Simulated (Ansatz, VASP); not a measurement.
# Two plane-wave programs on Y

The input INCAR:

```
PREC     = Accurate       # precision mode
ENCUT    = 520            # plane-wave cutoff, eV
EDIFF    = 1E-8           # SCF threshold, eV
ISMEAR   = -1             # smearing method
SIGMA    = 0.05           # smearing width, eV
LREAL    = False          # projectors in reciprocal space
LASPH    = True           # aspherical terms in the spheres
NELM     = 100            # most SCF steps
ALGO     = Normal         # electronic algorithm
ISIF     = 2              # what is computed and relaxed
LWAVE    = False          # write WAVECAR
LCHARG   = False          # write CHGCAR
GGA      = PE             # functional
LEFG     = True         
NBANDS   = 18             # bands
```

File KPOINTS:

```
regular mesh
0
Gamma
  9 9 9
```

POSCAR

```
Y
1.0
    0.0000000000      3.4477440488      3.4477440488
    3.4477440488      0.0000000000      3.4477440488
    3.4477440488      3.4477440488      0.0000000000
Y
2
Direct
    0.0000000000      0.0000000000      0.0000000000
    0.2500000000      0.2500000000      0.2500000000
```

Input for Ansatz:

```yaml
crystal:
  lattice:
    - [0.0, 3.4477440488, 3.4477440488]
    - [3.4477440488, 0.0, 3.4477440488]
    - [3.4477440488, 3.4477440488, 0.0]
  atoms:
    - { symbol: "Y", position: [0.0, 0.0, 0.0] }
    - { symbol: "Y", position: [0.25, 0.25, 0.25] }
kpoints:
  mp_grid: { grid: [9, 9, 9] }
scf:
  occupations: { method: fermi_dirac, width: 0.05 }
hamiltonian:
  xc: pbe
  pseudopotentials: { kind: paw }
output:
  forces: true
  stress: true
  eigenvalues: true
  efg: { contact_densities: true }
```

Change from the starting cell: volume scaled by 0.9405, PAW files.

Alike in both runs: task electric field gradients; functional PBE; k mesh 9 × 9 × 9; occupations fermi-dirac, width 0.05 eV; no spin polarisation.

|  | VASP | Ansatz |
| --- | --- | --- |
| version | VASP 6.6.1 | Ansatz 0.2.0 |
| potentials or method | VASP PAW PBE potentials, release 64 (Y_sv) | PAW with Ansatz's default frozen-core files, scalar-relativistic |
| plane-wave cutoff (eV) | 520 | 420 |
| valence electrons in the cell | 22 | 22 |

|  | VASP | Ansatz | Ansatz less VASP |
| --- | --- | --- | --- |
| pressure (GPa) | 0.9 | 0.9 | +0.01 |
| Vzz of the field gradient on the site that differs most (V/Å²) | 0.0 | 0.0 | 0.00 |

Ansatz warned: «gradients_without_spin_orbit».
